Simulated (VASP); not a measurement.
Wanted: the native input for a VASP 6.6.1 run.

```
Task                   : single point
Functional             : PBE
Potentials or basis    : VASP PAW PBE potentials, release 64 (B, P)
Cutoff                 : 520 eV
k mesh                 : 3 × 3 × 3
Occupations            : gaussian, width 0.1 eV
Spin                   : no spin polarisation
Dipole correction      : no
Further INCAR settings : ALGO = Normal; EDIFF = 1e-06; NBANDS = 31; ISYM = 0
```

The structure of BP lies in POSCAR:

```
BP
1.0
    4.7782421217      0.6950482199     -0.8442820720
    0.6395670686      5.3881231962     -0.3684013410
   -0.8871415430     -0.4018269277      5.8513376279
B P
5 5
Direct
    0.8359155548      0.5642610374      0.7078265767
    0.4533162045      0.6665349641      0.5730726729
    0.7065160207      0.7617413784      1.1573947962
   -0.0431944330      0.9353427851      0.2521602159
    0.1023971885      0.1953383341      0.3091761207
    0.4530245299      0.2834472962      0.9181650185
    0.6212682075     -0.1209677268      0.8446640495
    0.8635932401      0.4172788652      0.0262508344
    0.3802410662      0.8581714148      0.2962375004
    1.1793081870      0.4548175951      0.5817961112
```

The cell was built by a generator and needn't be a form met in nature.

These files were run (other wordings do the same):

INCAR

```
ALGO = Normal
EDIFF = 1E-6
ENCUT = 520
GGA = PE
ISIF = 2
ISMEAR = 0
ISYM = 0
LASPH = T
LCHARG = T
LELF = T
LREAL = F
LVHAR = T
LWAVE = F
NBANDS = 31
NELM = 100
PREC = Accurate
SIGMA = 0.1
```

KPOINTS

```
k-points
0
Gamma
  3 3 3
```

Potentials or basis: VASP PAW PBE potentials, release 64 (B, P).

The run is started by

```sh
$ cat potpaw_PBE.64/B/POTCAR potpaw_PBE.64/P/POTCAR > POTCAR
$ mpirun -np 1 vasp_std > vasp.out
```

Results of the run:

| Property | Result |
| --- | --- |
| Pressure | -0.2 GPa |
| Largest force | 0.057 eV/Å |
| Band gap on the k mesh | 1.23 eV, indirect (least direct gap 1.55 eV) |

Caveat: the k mesh is coarse (spacing up to 0.46 Å⁻¹), so the values aren't converged.

Wall time 41 s on 1 thread of AMD EPYC 9R45 (Zen 5), with other jobs on the host, peak memory 0.22 GiB.
